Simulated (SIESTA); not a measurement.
# C (Fd-3m) in SIESTA: settings compared, part 3 of 3

SIESTA 5.4.2. The steps go on from the part before.

## (11) Wannier functions, PBE

C.fdf

```
SystemName                      Diamond
SystemLabel                     C
NumberOfSpecies                 1
NumberOfAtoms                   2
%block ChemicalSpeciesLabel
  1   6 C
%endblock ChemicalSpeciesLabel

LatticeConstant                 1.0 Ang
%block LatticeVectors
     0.0000000000     1.7833700000     1.7833700000
     1.7833700000     0.0000000000     1.7833700000
     1.7833700000     1.7833700000     0.0000000000
%endblock LatticeVectors
AtomicCoordinatesFormat         Fractional
%block AtomicCoordinatesAndAtomicSpecies
     0.7500000000     0.7500000000     0.7500000000  1  C
     0.5000000000     0.5000000000     0.5000000000  1  C
%endblock AtomicCoordinatesAndAtomicSpecies

%block kgrid.MonkhorstPack
   10   0   0  0.0
    0  10   0  0.0
    0   0  10  0.0
%endblock kgrid.MonkhorstPack
XC.Functional                   GGA
XC.Authors                      PBE
PAO.BasisSize                   TZP
PAO.EnergyShift                 0.003 Ry
Mesh.Cutoff                     500 Ry
OccupationFunction              FD
ElectronicTemperature           0.05 eV
MaxSCFIterations                120
SCF.MustConverge                false
SCF.Mixer.Method                Pulay
SCF.Mixer.Weight                0.25
SCF.Mixer.History               8
SCF.DM.Tolerance                5.0e-05
SCF.H.Tolerance                 1.0e-03 eV
WriteForces                     true
Charge.Mulliken                 end
Siesta2Wannier90.WriteMmn       true
Siesta2Wannier90.WriteAmn       true
Siesta2Wannier90.WriteEig       true
Siesta2Wannier90.NumberOfBands  4
```

C.win

```
num_wann = 4
num_bands = 4
num_iter = 2000
num_cg_steps = 50
precond = true
conv_tol = 1.0e-7
conv_window = 5
num_print_cycles = 50
guiding_centres = true

begin unit_cell_cart
ang
   0.0000000000     1.7833700000     1.7833700000
   1.7833700000     0.0000000000     1.7833700000
   1.7833700000     1.7833700000     0.0000000000
end unit_cell_cart

begin atoms_frac
C     0.7500000000     0.7500000000     0.7500000000
C     0.5000000000     0.5000000000     0.5000000000
end atoms_frac

begin projections
f=0.62500,0.62500,0.62500:s
f=0.62500,1.12500,0.62500:s
f=1.12500,0.62500,0.62500:s
f=0.62500,0.62500,1.12500:s
end projections

mp_grid = 6 6 6
begin kpoints
   0.0000000000     0.0000000000     0.0000000000
   0.0000000000     0.0000000000     0.1666666667
   0.0000000000     0.0000000000     0.3333333333
   0.0000000000     0.0000000000     0.5000000000
   0.0000000000     0.0000000000     0.6666666667
   0.0000000000     0.0000000000     0.8333333333
[... 208 lines left out ...]
   0.8333333333     0.8333333333     0.6666666667
   0.8333333333     0.8333333333     0.8333333333
end kpoints
```

Potentials or basis: PseudoDojo 0.4 standard (PBE files), TZP (energy shift 0.003 Ry).

Started as:

```
wannier90.x -pp C
siesta < C.fdf > C.out 2>&1
wannier90.x C
```

C.out:

```text
Version         : 5.4.2

[... 6 lines left out ...]
 NOTE: Please see the manual for full details and compatibility measures.

reinit: Reading from standard input
reinit: Dumping input in INPUT_TMP.87787
************************** Dump of input data file ****************************
SystemName                      Diamond
SystemLabel                     C
NumberOfSpecies                 1
NumberOfAtoms                   2
%block ChemicalSpeciesLabel
  1   6 C
%endblock ChemicalSpeciesLabel
LatticeConstant                 1.0 Ang
%block LatticeVectors
     0.0000000000     1.7833700000     1.7833700000
     1.7833700000     0.0000000000     1.7833700000
     1.7833700000     1.7833700000     0.0000000000
%endblock LatticeVectors
AtomicCoordinatesFormat         Fractional
%block AtomicCoordinatesAndAtomicSpecies
     0.7500000000     0.7500000000     0.7500000000  1  C
     0.5000000000     0.5000000000     0.5000000000  1  C
%endblock AtomicCoordinatesAndAtomicSpecies
%block kgrid.MonkhorstPack
   10   0   0  0.0
    0  10   0  0.0
    0   0  10  0.0
%endblock kgrid.MonkhorstPack
XC.Functional                   GGA
XC.Authors                      PBE
PAO.BasisSize                   TZP
PAO.EnergyShift                 0.003 Ry
Mesh.Cutoff                     500 Ry
OccupationFunction              FD
ElectronicTemperature           0.05 eV
MaxSCFIterations                120
SCF.MustConverge                false
SCF.Mixer.Method                Pulay
SCF.Mixer.Weight                0.25
SCF.Mixer.History               8
SCF.DM.Tolerance                5.0e-05
SCF.H.Tolerance                 1.0e-03 eV
WriteForces                     true
Charge.Mulliken                 end
Siesta2Wannier90.WriteMmn       true
Siesta2Wannier90.WriteAmn       true
Siesta2Wannier90.WriteEig       true
Siesta2Wannier90.NumberOfBands  4
************************** End of input data file *****************************

reinit: -----------------------------------------------------------------------
reinit: System Name: Diamond
reinit: -----------------------------------------------------------------------
reinit: System Label: C
reinit: -----------------------------------------------------------------------

initatom: Reading input for the pseudopotentials and atomic orbitals ----------
Species number:   1 Atomic number:    6 Label: C

Ground state valence configuration (from tables):   2s02  2p02  3d00  4f00

---- Processing specs for species: C
Reading pseudopotential information in PSML from:
  C.psml
PSML file version: 1.1
Using libxc ids:  101 130
GGA--PBE XC_GGA_X_PBE--XC_GGA_C_PBE pb

---- Pseudopotential check for C

Pseudized shells:
2s( 2.00) rc: 1.20
2p( 2.00) rc: 1.25
Valence configuration for ps generation: 2s:2p: Total charge:   4.000000
For C, standard SIESTA heuristics set lmxkb to 3
 (one more than the basis l, including polarization orbitals).
[... 415 lines left out ...]
siesta: Stress tensor (static) (eV/Ang**3):
siesta:    -0.037990   -0.000001   -0.000001
siesta:    -0.000001   -0.037990   -0.000001
siesta:    -0.000001   -0.000001   -0.037990

siesta: Cell volume =         11.343690 Ang**3

siesta: Pressure (static):
siesta:                Solid            Molecule  Units
siesta:           0.00041376          0.00041370  Ry/Bohr**3
siesta:           0.03798987          0.03798408  eV/Ang**3
siesta:          60.86648513         60.85720129  kBar

Basis Enthalpy Calculation:
    Basis Pressure for species 1(C) :      0.2000000 GPa

    Orbital volume contribution        =           1.435690 eV
    (Free)E + p_basis*V_orbitals       =        -325.877376 eV
    (Free)Eharris+ p_basis*V_orbitals  =        -325.877376 eV

mulliken: Atomic and Orbital Populations:

Species: C
Atom  Qatom  Qorb
               2s      2s      2s      2py     2pz     2px     2py     2pz
               2px     2py     2pz     2px     3Pdxy   3Pdyz   3Pdz2   3Pdxz
               3Pdx2-y2
   1  4.000   0.395   0.346   0.359   0.383   0.383   0.383   0.188   0.188
              0.188   0.310   0.310   0.310   0.058   0.058   0.041   0.058

              0.041
   2  4.000   0.395   0.345   0.359   0.384   0.384   0.384   0.187   0.187
              0.187   0.310   0.310   0.310   0.058   0.058   0.041   0.058

              0.041

mulliken: Qtot =        8.000

Mulliken Atomic Populations:
Atom #   charge [q] valence [e]  Species
     1     0.000075    3.999925  C
     2    -0.000075    4.000075  C
 Total    -0.000000

siesta2wannier90: Reading the C.nnkp file

read_nnkp: Checking info from the C.nnkp file
read_nnkp: Reading data about real lattice
read_nnkp:      - Real lattice is ok
read_nnkp: Reading data about reciprocal lattice
read_nnkp:      - Reciprocal lattice is ok
read_nnkp: Reading data about k-points
read_nnkp: Reading data about projection centers
read_nnkp: Reading data about k-point neighbours
read_nnkp: Reading data about excluded bands

noccbands: Total number of electrons     8
noccbands: Number of occupied bands     4
number_bands_wannier: Number of bands for wannierization
number_bands_wannier: before excluding bands             =     4    0

Number of bands for wannierization after excluding bands:    4    0
Bands to be wannierized:
    1    2    3    4

switch_local_projection: Populating the relevant matrices for
switch_local_projection: the post-processing interface with Wannier 90

compute_pw_matrix: Computing the matrix elements of a plane wave

mmn: Overlap matrices between periodic part of wavefunctions
mmn: written in C.mmn file
Registered Wannier projectors for manifold 1:
    27 trial_orbital: center =    4.213   4.213   4.213 Bohr
 zaxis  =    0.000   0.000   1.000
 xaxis  =    1.000   0.000   0.000
 yaxis  =    0.000   1.000   0.000
 zovera =    1.890 Bohr**-1
 r      =     1
 mr     =     1
 l      =     0
 rcut   =    3.669 Bohr
 lmax   =     0
 basis? =     F
 orbital=     0
 gindex =     0
    28 trial_orbital: center =    5.898   4.213   5.898 Bohr
 zaxis  =    0.000   0.000   1.000
 xaxis  =    1.000   0.000   0.000
 yaxis  =    0.000   1.000   0.000
[... 21 lines left out ...]
 gindex =     0
    30 trial_orbital: center =    5.898   5.898   4.213 Bohr
 zaxis  =    0.000   0.000   1.000
 xaxis  =    1.000   0.000   0.000
 yaxis  =    0.000   1.000   0.000
 zovera =    1.890 Bohr**-1
 r      =     1
 mr     =     1
 l      =     0
 rcut   =    3.669 Bohr
 lmax   =     0
 basis? =     F
 orbital=     0
 gindex =     0

amn: Overlap matrices between trial projection functions and wavefunctions
amn: written in C.amn file

eig: Eigenvalues of the Hamiltonian
eig: written in C.eigW file

siesta2wannier90: All the information dumped in the corresponding files
siesta2wannier90: End of the interface between Siesta and Wannier90

Job completed
```

Wall time 78 s (1 thread of Arm Neoverse V1, shared host); peak memory 0.3 GiB.

What came out:

| Quantity | Value |
| --- | --- |
| Free energy | -327.3131 eV |
| Pressure | 6.1 GPa |
| Band gap on the k mesh | 4.30 eV, indirect (least direct gap 5.65 eV) |
| Total Wannier spread | 2.91 Å² over 4 functions |

Wannier centres (Å) and spreads (Å²):
| function | x | y | z | spread |
| --- | --- | --- | --- | --- |
| 1 | 2.229 | 2.229 | 2.229 | 0.728 |
| 2 | 3.121 | 2.229 | 3.121 | 0.728 |
| 3 | 2.229 | 3.121 | 3.121 | 0.728 |
| 4 | 3.121 | 3.121 | 2.229 | 0.728 |

Caveat: the basis of atomic orbitals isn't converged, which shifts pressures, moduli and gaps.

## (12) For comparison

An earlier run on the cell as given: functional PBEsol; potentials or basis PseudoDojo 0.4 standard (PBEsol files); basis DZP (energy shift 0.003 Ry); grid cutoff 500 Ry; energy shift 0.003 Ry; k mesh 13 × 13 × 13; occupations fermi-dirac, width 0.05 eV; no spin polarisation.

* Pressure: 5.1 GPa
* Band gap on the k mesh: 4.15 eV, indirect (least direct gap 5.63 eV)

## (13) Summary

```tsv
task	level	potentials or basis	k mesh	wannier functions	bands left out below	wannier mesh	gap on the mesh (eV)	pressure (GPa)
band structure	vdW-DF-cx	PseudoDojo 0.4 standard (PBE files), DZP (energy shift 0.003 Ry)	13 × 13 × 13	-	-	-	4.23	8.4
equation of state	LDA	PseudoDojo 0.4 standard (LDA files), DZP (energy shift 0.003 Ry)	13 × 13 × 13	-	-	-	-	-
Wannier functions	PBE	PseudoDojo 0.4 standard (PBE files), TZP (energy shift 0.003 Ry)	10 × 10 × 10	4	0	6 × 6 × 6	4.30	6.1
single point	PBEsol	PseudoDojo 0.4 standard (PBEsol files), DZP (energy shift 0.003 Ry)	13 × 13 × 13	-	-	-	4.15	5.1
```

Alike in all rows: no spin polarisation; cell as given; smearing fermi-dirac 0.05 eV; grid cutoff 500 Ry; energy shift 0.003 Ry.

Caveats: the basis of atomic orbitals isn't converged, which shifts pressures, moduli and gaps; the potentials were made for another functional, which shifts forces and pressure (some runs); an odd mesh through Γ misses points on the zone boundary, where band edges often lie (some runs).

Absolute energies hang on the potentials; compare differences alone.

## (14) Comparison with measurements

Step 10. Against the measured bulk modulus of C, 444.8 GPa (quoted in “Equation of state of cubic boron nitride at high pressures and temperatures”, 2007, arxiv:cond-mat/0702656), the calculated 454 GPa is off by +2.0 %. 3 values of this kind are on record (442 to 444.8 GPa); this one was drawn at random among those near their median, those with a stated uncertainty first. The fit is for a static lattice scaled at fixed shape and fixed fractional positions.
